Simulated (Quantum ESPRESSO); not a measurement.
## Moments of AlFe3 from a parallel start

Does AlFe3 keep a moment from a parallel start?

Method: PBE; plane waves with GBRV 1.5 PBE potentials, no spin-orbit coupling, in Quantum ESPRESSO 7.5.

### Step 1. Set-up

Symmetry: P4/mmm, No. 123, tetragonal system. The conventional cell has a = 4.101 Å, b = 4.101 Å, c = 2.900 Å, α = 90.00°, β = 90.00°, γ = 90.00°. Nearest to Fe lie 4 Al at 2.51 Å and 4 Fe at 2.51 Å. Nearest to Fe lie 8 Fe at 2.51 Å. Nearest to Al lie 8 Fe at 2.51 Å. Farther neighbours are not listed.

The cell was typed by rule, not taken from a database of measured structures.

### Step 2. Run 1, typed as ferro ++++++

The signs are those of the starting moments on the seeded atoms, the atoms that are given a moment.

pw.in

```
&CONTROL
  calculation = 'scf'
  prefix = 'pwscf'
  outdir = './tmp'
  pseudo_dir = './pseudo'
  disk_io = 'nowf'
/
&SYSTEM
  ibrav = 0
  celldm(1) = 8
  nat = 8
  ntyp = 2
  ecutwfc = 40
  ecutrho = 280
  nbnd = 72
  occupations = 'smearing'
  smearing = 'fd'
  degauss = 0.00367493
  nspin = 2
  starting_magnetization(1) = 0.1562
  starting_magnetization(2) = 0
/
&ELECTRONS
  conv_thr = 1.6d-08
  electron_maxstep = 150
  mixing_beta = 0.3
/
ATOMIC_SPECIES
Fe     55.8450 fe_pbe_v1.5.uspp.F.UPF
Al     26.9815 al_pbe_v1.uspp.F.UPF
CELL_PARAMETERS alat
   1.3698152245881    0.0000000000000    0.0000000000000
   0.0000000000000    1.3698152245881    0.0000000000000
   0.0000000000000    0.0000000000000    0.6849076122941
ATOMIC_POSITIONS crystal
Fe      0.0000000000    0.0000000000    0.0000000000
Fe      0.2500000000    0.2500000000    0.5000000000
Fe      0.0000000000    0.5000000000    0.0000000000
Al      0.2500000000    0.7500000000    0.5000000000
Fe      0.5000000000    0.0000000000    0.0000000000
Al      0.7500000000    0.2500000000    0.5000000000
Fe      0.5000000000    0.5000000000    0.0000000000
Fe      0.7500000000    0.7500000000    0.5000000000
K_POINTS automatic
6 6 11 0 0 0
```

Started as:

```
OMP_NUM_THREADS=1 mpirun -n 4 pw.x -nk 4 -in pw.in > pw.out
```

Output:

```text
Program PWSCF v.7.5 starts

     Found identity + (  0.5000  0.5000  0.0000) symmetry
     This is a supercell, fractional translations are disabled
     Message from routine setup:
     using ibrav=0 with symmetry is DISCOURAGED, use correct ibrav instead

     K-points division:     npool     =       4
     Subspace diagonalization in iterative solution of the eigenvalue problem:

     G-vector sticks info
     --------------------
     sticks:   dense  smooth     PW     G-vecs:    dense   smooth      PW
     Sum        2693    1533    473                52081    22475    3733

     Using Slab Decomposition

     bravais-lattice index     =            0
     lattice parameter (alat)  =       8.0000  a.u.
     unit-cell volume          =     658.0001 (a.u.)^3
     number of atoms/cell      =            8
     number of atomic types    =            2
     number of electrons       =       102.00
     number of Kohn-Sham states=           72
     kinetic-energy cutoff     =      40.0000  Ry
     charge density cutoff     =     280.0000  Ry
     scf convergence threshold =      1.6E-08
     mixing beta               =       0.3000
     number of iterations used =            8  plain     mixing
     Exchange-correlation= SLA  PW   PBE  PBE
                           (   1   4   3   4   0   0   0)

     celldm(1)=   8.000000  celldm(2)=   0.000000  celldm(3)=   0.000000
     celldm(4)=   0.000000  celldm(5)=   0.000000  celldm(6)=   0.000000

     crystal axes: (cart. coord. in units of alat)
               a(1) = (   1.369815   0.000000   0.000000 )
               a(2) = (   0.000000   1.369815   0.000000 )
               a(3) = (   0.000000   0.000000   0.684908 )

     reciprocal axes: (cart. coord. in units 2 pi/alat)
               b(1) = (  0.730025  0.000000  0.000000 )
               b(2) = (  0.000000  0.730025  0.000000 )
               b(3) = (  0.000000  0.000000  1.460051 )

     PseudoPot. # 1 for Fe read from file:
     fe_pbe_v1.5.uspp.F.UPF
     Pseudo is Ultrasoft + core correction, Zval = 16.0
     Generated by new atomic code, or converted to UPF format
     Using radial grid of  861 points,  6 beta functions with:
                l(1) =   0
                l(2) =   0
                l(3) =   1
                l(4) =   1
                l(5) =   2
                l(6) =   2
     Q(r) pseudized with  8 coefficients,  rinner =    1.000   1.000   1.000
                                                       1.000   1.000

     PseudoPot. # 2 for Al read from file:
     al_pbe_v1.uspp.F.UPF
     Pseudo is Ultrasoft + core correction, Zval =  3.0
     Generated by new atomic code, or converted to UPF format
     Using radial grid of  893 points,  3 beta functions with:
                l(1) =   0
                l(2) =   1
                l(3) =   2
     Q(r) pseudized with  8 coefficients,  rinner =    0.900   0.900   0.900
                                                       0.900   0.900

     atomic species   valence    mass     pseudopotential
     Fe               16.00    55.84500     Fe( 1.00)
     Al                3.00    26.98150     Al( 1.00)

     Starting magnetic structure
     atomic species   magnetization
     Fe              0.156
     Al              0.000

      8 Sym. Ops., with inversion, found

   Cartesian axes

     site n.     atom                  positions (alat units)
         1        Fe     tau(   1) = (   0.0000000   0.0000000   0.0000000  )
         2        Fe     tau(   2) = (   0.3424538   0.3424538   0.3424538  )
         3        Fe     tau(   3) = (   0.0000000   0.6849076   0.0000000  )
         4        Al     tau(   4) = (   0.3424538   1.0273614   0.3424538  )
         5        Fe     tau(   5) = (   0.6849076   0.0000000   0.0000000  )
         6        Al     tau(   6) = (   1.0273614   0.3424538   0.3424538  )
         7        Fe     tau(   7) = (   0.6849076   0.6849076   0.0000000  )
         8        Fe     tau(   8) = (   1.0273614   1.0273614   0.3424538  )

     number of k points=    78  Fermi-Dirac smearing, width (Ry)=  0.0037
                       cart. coord. in units 2pi/alat
        k(    1) = (   0.0000000   0.0000000   0.0000000), wk =   0.0025253
        k(    2) = (   0.0000000   0.0000000   0.1327319), wk =   0.0050505
        k(    3) = (   0.0000000   0.0000000   0.2654638), wk =   0.0050505
        k(    4) = (   0.0000000   0.0000000   0.3981957), wk =   0.0050505
        k(    5) = (   0.0000000   0.0000000   0.5309276), wk =   0.0050505
        [... 73 further k-points ...]

     Dense  grid:    52081 G-vectors     FFT dimensions: (  60,  60,  30)

     Smooth grid:    22475 G-vectors     FFT dimensions: (  45,  45,  24)

     Check: negative core charge=   -0.000046
     Generating pointlists ...
     new r_m :   0.2447 (alat units)  1.9574 (a.u.) for type    1
     new r_m :   0.2447 (alat units)  1.9574 (a.u.) for type    2

     Initial potential from superposition of free atoms

     starting charge      95.9950, renormalised to     102.0000
     Starting wfcs are   86 randomized atomic wfcs

     Self-consistent Calculation

     iteration #  1     ecut=    40.00 Ry     beta= 0.30
     Davidson diagonalization with overlap
     ethr =  1.00E-02,  avg # of iterations =  4.0

     total energy              =   -1510.70607736 Ry
     estimated scf accuracy    <      18.51171113 Ry

     total magnetization       =     8.27 Bohr mag/cell
     absolute magnetization    =     9.03 Bohr mag/cell

     iteration #  2     ecut=    40.00 Ry     beta= 0.30
     Davidson diagonalization with overlap
     ethr =  1.00E-02,  avg # of iterations =  2.6

     total energy              =   -1514.16409097 Ry
     estimated scf accuracy    <       7.74638225 Ry

     total magnetization       =    11.81 Bohr mag/cell
     absolute magnetization    =    12.34 Bohr mag/cell

     iteration #  3     ecut=    40.00 Ry     beta= 0.30
     Davidson diagonalization with overlap
     ethr =  7.59E-03,  avg # of iterations =  1.5

     total energy              =   -1514.41536569 Ry
     estimated scf accuracy    <      30.31655101 Ry

     total magnetization       =     5.42 Bohr mag/cell
     absolute magnetization    =     5.92 Bohr mag/cell

     [... further iterations left out ...]

     iteration # 18     ecut=    40.00 Ry     beta= 0.30
     Davidson diagonalization with overlap
     ethr =  5.41E-10,  avg # of iterations =  1.0

     total energy              =   -1515.58334526 Ry
     estimated scf accuracy    <       0.00000026 Ry

     total magnetization       =    12.53 Bohr mag/cell
     absolute magnetization    =    13.97 Bohr mag/cell

     iteration # 19     ecut=    40.00 Ry     beta= 0.30
     Davidson diagonalization with overlap
     ethr =  2.57E-10,  avg # of iterations =  1.0

     total energy              =   -1515.58334528 Ry
     estimated scf accuracy    <       0.00000032 Ry

     total magnetization       =    12.53 Bohr mag/cell
     absolute magnetization    =    13.97 Bohr mag/cell

     iteration # 20     ecut=    40.00 Ry     beta= 0.30
     Davidson diagonalization with overlap
     ethr =  2.57E-10,  avg # of iterations =  1.5

     total energy              =   -1515.58334535 Ry
     estimated scf accuracy    <       0.00000002 Ry

     total magnetization       =    12.53 Bohr mag/cell
     absolute magnetization    =    13.97 Bohr mag/cell

     iteration # 21     ecut=    40.00 Ry     beta= 0.30
     Davidson diagonalization with overlap
     ethr =  1.82E-11,  avg # of iterations =  2.0

     Magnetic moment per site  (integrated on atomic sphere of radius R)
     atom   1 (R=0.245)  charge= 14.5147  magn=  2.0297
     atom   2 (R=0.245)  charge= 14.4516  magn=  2.5233
     atom   3 (R=0.245)  charge= 14.5147  magn=  2.0297
     atom   4 (R=0.245)  charge=  1.3117  magn= -0.1056
     atom   5 (R=0.245)  charge= 14.5147  magn=  2.0297
     atom   6 (R=0.245)  charge=  1.3117  magn= -0.1056
     atom   7 (R=0.245)  charge= 14.5147  magn=  2.0297
     atom   8 (R=0.245)  charge= 14.4516  magn=  2.5233

     End of self-consistent calculation

     Number of k-points >= 100: set verbosity='high' to print the bands.

     the Fermi energy is    15.3650 ev

!    total energy              =   -1515.58334537 Ry
     estimated scf accuracy    <          6.2E-09 Ry
     smearing contrib. (-TS)   =      -0.00486653 Ry
     internal energy E=F+TS    =   -1515.57847884 Ry

     The total energy is F=E-TS. E is the sum of the following terms:
     one-electron contribution =    -885.66598002 Ry
     hartree contribution      =     494.97330727 Ry
     xc contribution           =    -184.06602735 Ry
     ewald contribution        =    -940.81977872 Ry

     total magnetization       =    12.53 Bohr mag/cell
     absolute magnetization    =    13.97 Bohr mag/cell

     convergence has been achieved in  21 iterations

=------------------------------------------------------------------------------=
   JOB DONE.
=------------------------------------------------------------------------------=
```

Elapsed: 3.5 min, on 4 MPI ranks of AMD EPYC 7B13 (Zen 3), shared host; peak memory 0.99 GiB; 14 min of CPU time.

Spin moment in the atom's sphere by atom:

```csv
atom,spin moment in the atom's sphere (μB)
Fe1,2.03
Fe2,2.52
Fe3,2.03
Al4,-0.11
Fe5,2.03
Al6,-0.11
Fe7,2.03
Fe8,2.52
```

This step gave:

* smearing term TS: 0.06621 eV
* magnetization: 12.53 μB
* absolute magnetization: 13.97 μB
* final state: ferromagnetic

Spin density in the ab plane at fractional z = 0.500, with atoms of Fe and Al within 0.2 Å of it.

Ten even steps from '_' (-0.1 e/Å³) to '@' (4.5 e/Å³), each cell a mean:
```
________________________________
________________________________
______________________::==..____
____________________..##@@==____
____________________..++##::____
______________________....______
________________________________
________________________________
________________________________
________________________________
______::==..____________________
____..##@@==____________________
____..++##::____________________
______....______________________
________________________________
________________________________
```
Columns run along a (5.8 Å), rows up along b (5.8 Å). Atoms in or near the plane, at fractional coordinates: Fe at (0.25, 0.25), Al at (0.25, 0.75), Al at (0.75, 0.25), Fe at (0.75, 0.75).

Valence density in the ab plane at fractional z = 0.500, with atoms of Fe and Al within 0.2 Å of it. It is the smooth field of the valence electrons, not physical close to the nuclei.

Values in e/Å³, 16 rows by 16 columns, each cell a mean:
```
 0  0  0  0  0  0  0  0  0  0  0  0  0  0  0  0
 0  0  0  0  0  0  0  0  0  0  0  1  1  1  0  0
 0  0  0  0  0  0  0  0  0  0  1  7 10  4  1  0
 0  0  0  0  1  0  0  0  0  0  3 18 22 10  1  0
 0  0  0  0  0  0  0  0  0  0  2 13 18  7  1  0
 0  0  0  0  0  0  0  0  0  0  1  2  3  1  0  0
 0  0  0  0  0  0  0  0  0  0  0  0  0  0  0  0
 0  0  0  0  0  0  0  0  0  0  0  0  0  0  0  0
 0  0  0  0  0  0  0  0  0  0  0  0  0  0  0  0
 0  0  0  1  1  1  0  0  0  0  0  0  0  0  0  0
 0  0  1  7 10  4  1  0  0  0  0  0  0  0  0  0
 0  0  3 18 22 10  1  0  0  0  0  0  1  0  0  0
 0  0  2 13 18  7  1  0  0  0  0  0  0  0  0  0
 0  0  1  2  3  1  0  0  0  0  0  0  0  0  0  0
 0  0  0  0  0  0  0  0  0  0  0  0  0  0  0  0
 0  0  0  0  0  0  0  0  0  0  0  0  0  0  0  0
```
Columns run along a (5.8 Å), rows up along b (5.8 Å). Atoms in or near the plane, at fractional coordinates: Fe at (0.25, 0.25), Al at (0.25, 0.75), Al at (0.75, 0.25), Fe at (0.75, 0.75).

### Step 3. Run 2, typed as no spin polarisation

Changes to pw.in since step 2:

```diff
@@ -14,3 +14,3 @@
   ecutrho = 280
-  nbnd = 72
+  nbnd = 65
   occupations = 'smearing'
@@ -18,5 +18,2 @@
   degauss = 0.00367493
-  nspin = 2
-  starting_magnetization(1) = 0.1562
-  starting_magnetization(2) = 0
 /
```

Output:

```text
[banner, memory and clock lines left out]
Program PWSCF v.7.5 starts

     Found identity + (  0.5000  0.5000  0.0000) symmetry
     This is a supercell, fractional translations are disabled
     Message from routine setup:
     using ibrav=0 with symmetry is DISCOURAGED, use correct ibrav instead

     bravais-lattice index     =            0
     lattice parameter (alat)  =       8.0000  a.u.
     unit-cell volume          =     658.0001 (a.u.)^3
     number of atoms/cell      =            8
     number of atomic types    =            2
     number of electrons       =       102.00
     number of Kohn-Sham states=           65
     kinetic-energy cutoff     =      40.0000  Ry
     charge density cutoff     =     280.0000  Ry
     scf convergence threshold =      1.6E-08
     mixing beta               =       0.3000
     number of iterations used =            8  plain     mixing
     Exchange-correlation= SLA  PW   PBE  PBE
                           (   1   4   3   4   0   0   0)

     celldm(1)=   8.000000  celldm(2)=   0.000000  celldm(3)=   0.000000
     celldm(4)=   0.000000  celldm(5)=   0.000000  celldm(6)=   0.000000

     crystal axes: (cart. coord. in units of alat)
               a(1) = (   1.369815   0.000000   0.000000 )
               a(2) = (   0.000000   1.369815   0.000000 )
               a(3) = (   0.000000   0.000000   0.684908 )

     reciprocal axes: (cart. coord. in units 2 pi/alat)
               b(1) = (  0.730025  0.000000  0.000000 )
               b(2) = (  0.000000  0.730025  0.000000 )
               b(3) = (  0.000000  0.000000  1.460051 )

     PseudoPot. # 1 for Fe read from file:
     fe_pbe_v1.5.uspp.F.UPF
     Pseudo is Ultrasoft + core correction, Zval = 16.0

     PseudoPot. # 2 for Al read from file:
     al_pbe_v1.uspp.F.UPF
     Pseudo is Ultrasoft + core correction, Zval =  3.0

     atomic species   valence    mass     pseudopotential
     Fe               16.00    55.84500     Fe( 1.00)
     Al                3.00    26.98150     Al( 1.00)

      8 Sym. Ops., with inversion, found

   Cartesian axes

     site n.     atom                  positions (alat units)
         1        Fe     tau(   1) = (   0.0000000   0.0000000   0.0000000  )
         2        Fe     tau(   2) = (   0.3424538   0.3424538   0.3424538  )
         3        Fe     tau(   3) = (   0.0000000   0.6849076   0.0000000  )
         4        Al     tau(   4) = (   0.3424538   1.0273614   0.3424538  )
         5        Fe     tau(   5) = (   0.6849076   0.0000000   0.0000000  )
         6        Al     tau(   6) = (   1.0273614   0.3424538   0.3424538  )
         7        Fe     tau(   7) = (   0.6849076   0.6849076   0.0000000  )
         8        Fe     tau(   8) = (   1.0273614   1.0273614   0.3424538  )

     number of k points=    78  Fermi-Dirac smearing, width (Ry)=  0.0037
                       cart. coord. in units 2pi/alat
        k(    1) = (   0.0000000   0.0000000   0.0000000), wk =   0.0050505
        k(    2) = (   0.0000000   0.0000000   0.1327319), wk =   0.0101010
        k(    3) = (   0.0000000   0.0000000   0.2654638), wk =   0.0101010
        k(    4) = (   0.0000000   0.0000000   0.3981957), wk =   0.0101010
        k(    5) = (   0.0000000   0.0000000   0.5309276), wk =   0.0101010
        [... 73 further k-points ...]

     Dense  grid:    52081 G-vectors     FFT dimensions: (  60,  60,  30)

     Smooth grid:    22475 G-vectors     FFT dimensions: (  45,  45,  24)

     Check: negative core charge=   -0.000046

     Initial potential from superposition of free atoms

     starting charge      95.9950, renormalised to     102.0000
     Starting wfcs are   86 randomized atomic wfcs

     Self-consistent Calculation

     iteration #  1     ecut=    40.00 Ry     beta= 0.30
     Davidson diagonalization with overlap
     ethr =  1.00E-02,  avg # of iterations =  3.0

     total energy              =   -1510.48310067 Ry
     estimated scf accuracy    <      18.97895788 Ry

     iteration #  2     ecut=    40.00 Ry     beta= 0.30
     Davidson diagonalization with overlap
     ethr =  1.00E-02,  avg # of iterations =  3.4

     total energy              =   -1513.71463629 Ry
     estimated scf accuracy    <       9.02515352 Ry

     [... further iterations left out ...]

     iteration # 15     ecut=    40.00 Ry     beta= 0.30
     Davidson diagonalization with overlap
     ethr =  1.04E-10,  avg # of iterations =  2.0

     total energy              =   -1515.41285576 Ry
     estimated scf accuracy    <       0.00000002 Ry

     iteration # 16     ecut=    40.00 Ry     beta= 0.30
     Davidson diagonalization with overlap
     ethr =  2.09E-11,  avg # of iterations =  2.0

     End of self-consistent calculation

     [... lines left out ...]
     the Fermi energy is    15.1390 ev

!    total energy              =   -1515.41285579 Ry
     estimated scf accuracy    <          8.0E-09 Ry
     smearing contrib. (-TS)   =      -0.01332064 Ry
     internal energy E=F+TS    =   -1515.39953515 Ry

     The total energy is F=E-TS. E is the sum of the following terms:
     one-electron contribution =    -885.22791986 Ry
     hartree contribution      =     493.90967577 Ry
     xc contribution           =    -183.26151234 Ry
     ewald contribution        =    -940.81977872 Ry

     convergence has been achieved in  16 iterations
```

Elapsed: 77 s, on 4 MPI ranks; peak memory 0.59 GiB.

This step gave:

```yaml
smearing_term_ts: 0.1812 eV
final_state: non-magnetic (no spin polarisation)
```

### Step 4. Ranking

An order is kept where moments of 0.15 μB or more survive with the typed signs; meshes match where a doubled cell samples the same k points as the first cell.

Orders:

```csv
start,final state,typed order kept,energy over the lowest (meV a seeded atom),largest site moment (μB),net moment (μB a cell of the first run),mesh matched,CPU time (s)
ferro ++++++,ferromagnetic,yes,0,2.523,12.53,yes,828
no spin polarisation,non-magnetic,-,386.6,0,0,yes,305.6
```

### Step 5. What came out

| Item | Value |
| --- | --- |
| state found | ferromagnetic (from ferro ++++++) |
| largest site moment | 2.52 μB |
| state without moments | 387 meV a seeded atom higher |

No opposed start was run, so this says nothing of the order that the crystal takes. The cell was built by rule and the atoms were not relaxed, which can move these energies.

[Logs and program files are shortened in this print: banners, set-up blocks, solver, clock and traceback lines can be left out without a mark of their own.]

[Logs are printed without paths, hosts, clocks, repeated set-up lines and the standing remarks that a program may print on its own settings, such as how far it seeks lower states.]

[Hosts, paths, dates, database ids (printed as entryN), source tags and the programs' standing remarks are cut or masked in the printed files.]

[Where a cell is said to come from a database of computed structures, the database is the Materials Project.]
